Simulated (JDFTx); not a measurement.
As:

```xyz
2
Lattice="1.8808 1.0859 3.5141 -1.8808 1.0859 3.5141 0.0000 -2.1718 3.5141" Properties=species:S:1:pos:R:3 pbc="T T T"
As    0.0000    0.0000    2.3825
As    0.0000    0.0000    8.1597
```

```yaml
Program: JDFTx 1.7.0 (patched build)
Task: relaxation of cell and atoms
Functional: PBE
Dispersion: D2
Potentials_or_basis: PseudoDojo-SR-PBE-0.5-standard with smoothed tails
Cutoff: 1143 eV
Density_cutoff: 9143 eV
k_mesh: 7 × 7 × 7
Occupations: fermi-dirac, width 0.05 eV
Spin: no spin polarisation
```

At the start: pressure 1.0 GPa; volume 21.53 Å³/atom.

**Question.** Where does the relaxation end?

**Answer.** Over 19 steps the energy falls by 8.6 meV/atom and the volume is 20.98 Å³/atom (-2.6 %); space group R-3m (No. 166, to 0.05 Å).

Step by step:
```tsv
step	energy change (eV)	largest force (eV/Å)	pressure (GPa)	volume (Å³)
1	0.0000	0.2989	0.95	43.06
2	-0.0019	0.2397	0.73	43.09
3	-0.0060	0.0355	-0.07	43.17
4	-0.0082	0.0292	-0.43	43.12
5	-0.0082	0.0127	-0.25	43.08
6	-0.0135	0.0507	-0.22	42.69
7	-0.0159	0.1179	0.54	41.97
8	-0.0163	0.1125	0.64	41.71
9	-0.0166	0.0599	0.45	41.63
10	-0.0166	0.0596	0.46	41.63
11	-0.0167	0.0480	0.41	41.64
12	-0.0170	0.0034	0.18	41.71
13	-0.0171	0.0034	0.12	41.74
14	-0.0171	0.0075	0.07	41.78
15	-0.0172	0.0121	0.00	41.83
16	-0.0172	0.0146	-0.06	41.89
17	-0.0173	0.0109	-0.04	41.94
18	-0.0173	0.0085	-0.05	41.95
19	-0.0173	0.0040	-0.04	41.95
```

Final structure:
```
As
1.0
     1.89962    1.09675    3.35617
    -1.89962    1.09675    3.35617
     0.00000   -2.19349    3.35617
As
2
Direct
  0.22962 0.22962 0.22962
  0.77038 0.77038 0.77038
```
